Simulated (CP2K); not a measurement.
**Cu: equation of state with PBEsol**

Cu:

```xyz
1
Lattice="2.5562 0.0000 0.0000 1.2781 2.2137 0.0000 1.2781 0.7379 2.0871" Properties=species:S:1:pos:R:3 pbc="T T T"
Cu    0.0000    0.0000    0.0000
```

```
Program                             : CP2K 2026.2
Task                                : equation of state
Functional                          : PBEsol
Potentials or basis                 : POTENTIAL_UZH Cu GTH-PBE-q11; TZVP-MOLOPT-PBE-GTH basis
Density cutoff                      : 6123 eV
k mesh                              : 13 × 13 × 13
Occupations                         : fermi-dirac, width 0.05 eV
Spin                                : no spin polarisation
SCF solver                          : diagonalisation with k points
Quickstep method                    : GPW
EPS_DEFAULT                         : 1.0E-10
EPS_SCF                             : 1.0E-6
MAX_SCF                             : 100
SCF_GUESS                           : ATOMIC
k points reduced by the point group : yes
Mesh centred on Gamma               : yes
CHOLESKY                            : OFF
EPS_EIGVAL                          : 1.0E-7
MIXING METHOD                       : BROYDEN_MIXING
MIXING ALPHA                        : 0.4
NBUFFER                             : 8
NGRIDS                              : 4
Basis sets                          : Cu TZVP-MOLOPT-PBE-GTH-q11
Potentials                          : Cu GTH-PBE-q11 of POTENTIAL_UZH
ADDED_MOS                           : [11]
REL_CUTOFF (Ry)                     : 60 Ry
MIXING BETA (1/bohr)                : 1.5 1/bohr
CUTOFF of the grids                 : 450 Ry
```

```
Equilibrium volume : 11.48 Å³/atom (rough: see the caveat)
Bulk modulus       : 193 GPa (rough)
```

Energy against volume, from the lowest point:
| volume (Å³/atom) | energy (meV/atom) |
| --- | --- |
| 11.102 | 7.66 |
| 11.338 | 0.11 |
| 11.574 | 0.00 |
| 11.810 | 4.82 |
| 12.047 | 14.01 |
| 12.283 | 27.05 |
| 12.519 | 43.50 |

All runs of the series together: 22 min on 2 threads of Arm Neoverse V1, with other jobs on the host.

Caveat: the fit is doubtful: noisy points or a state that changes with volume; the potentials were made for another functional, which shifts forces and pressure; the basis of atomic orbitals isn't converged, which shifts pressures, moduli and gaps.
